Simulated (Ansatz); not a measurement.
# Bands of CoO

```
Co O
1.0
     0.00000    2.24956    2.24956
     2.24956    0.00000    2.24956
     2.24956    2.24956    0.00000
Co O
1 1
Direct
  0.00000 0.00000 0.00000
  0.25000 0.25000 0.25000
```

Atoms are numbered in the order listed.

The structure comes from a relaxation in the same program, started in the zincblende type, and has space group F-43m. Whether it is a known phase or the ground state wasn't checked.

Semilocal functionals without U often leave such compounds metallic or with too small a gap, and the real magnetic order may differ.

Other magnetic orders may lie lower; this is the state that the run reached.

The calculation used Ansatz 0.2.0, DFT, PBE, all-electron LAPW, scalar-relativistic.

The runs use a Γ-centred 13×13×13 k mesh, Fermi–Dirac smearing of 0.05 eV, basis error target 0.5 meV/atom, spin-polarised from start moments Co1 2 μB, ending with a cell moment of 2.75 μB.

Points in fractions of the reciprocal vectors of this cell: Γ (0, 0, 0), X (-0.5, -0.5, 0), U (-0.375, -0.375, 0.25), K (-0.375, 0, 0.375), L (0, 0, 0.5), W (-0.5, -0.25, 0.25). The path joins them by straight lines in the order Γ–X–U–K–Γ–L–W–X; legs that retrace an earlier one aren't tabulated. Energies are in eV from the Fermi level.

(1) Metal or insulator at this level of theory?

(2) Tabulate bands 10 to 16 of the spin-up channel, counted from the lowest band of the run, along the path.

Answers

(1) No gap opens: metallic or semimetallic.

(2) 
```
k (1/Å)  point  band 10  band 11  band 12  band 13  band 14  band 15  band 16
   0.00      Γ    -2.16    -2.16     0.13     0.32     0.32     0.32    14.19
   0.35           -2.32    -2.11    -0.19     0.06     0.06     1.29    13.21
   0.70           -2.70    -2.00    -0.61    -0.61    -0.56     2.97    11.78
   1.05           -3.05    -1.88    -1.39    -1.39    -1.14     4.54    10.47
   1.40      X    -3.18    -1.83    -1.76    -1.76    -1.47     5.18     9.94
   1.52           -3.18    -1.93    -1.91    -1.64    -1.37     5.28     9.94
   1.64           -3.19    -2.12    -2.04    -1.47    -1.26     5.56     9.93
   1.77           -3.24    -2.23    -2.14    -1.29    -1.22     5.97     9.88
   1.89      U    -3.27    -2.23    -2.21    -1.24    -1.08     6.43     9.35
   2.10           -3.19    -2.37    -2.11    -1.45    -0.85     6.73     9.03
   2.32           -3.11    -2.47    -2.08    -1.56    -0.75     6.91     8.91
   2.53           -3.19    -2.37    -2.11    -1.45    -0.85     6.73     9.03
   2.75      K    -3.27    -2.23    -2.21    -1.24    -1.08     6.43     9.35
   3.12           -2.70    -2.41    -1.83    -1.42    -0.47     6.17     8.77
   3.49           -2.42    -2.12    -1.25    -0.91     0.01     3.58    10.76
   3.86           -2.27    -2.16    -0.40    -0.01     0.26     1.40    12.58
   4.23      Γ    -2.16    -2.16     0.13     0.32     0.32     0.32    14.19
   4.53           -2.20    -2.20    -0.34     0.23     0.23     1.08    12.73
   4.83           -2.24    -2.24    -1.20    -0.02    -0.02     2.62    10.32
   5.13           -2.18    -2.18    -2.10    -0.34    -0.34     4.42     8.27
   5.44      L    -2.50    -2.11    -2.11    -0.52    -0.52     5.70     6.99
   5.68           -2.57    -2.15    -2.14    -0.72    -0.57     6.17     7.00
   5.93           -2.83    -2.26    -2.14    -1.14    -0.67     6.93     7.41
   6.18           -3.11    -2.47    -2.08    -1.56    -0.75     6.91     8.91
   6.42      W    -3.17    -2.66    -2.05    -1.73    -0.77     6.88     9.96
   6.60           -3.17    -2.59    -2.01    -1.73    -0.83     6.55     9.95
   6.77           -3.17    -2.38    -1.91    -1.73    -1.00     5.91     9.94
   6.95           -3.17    -2.08    -1.80    -1.74    -1.26     5.38     9.94
   7.12      X    -3.18    -1.83    -1.76    -1.76    -1.47     5.18     9.94
```
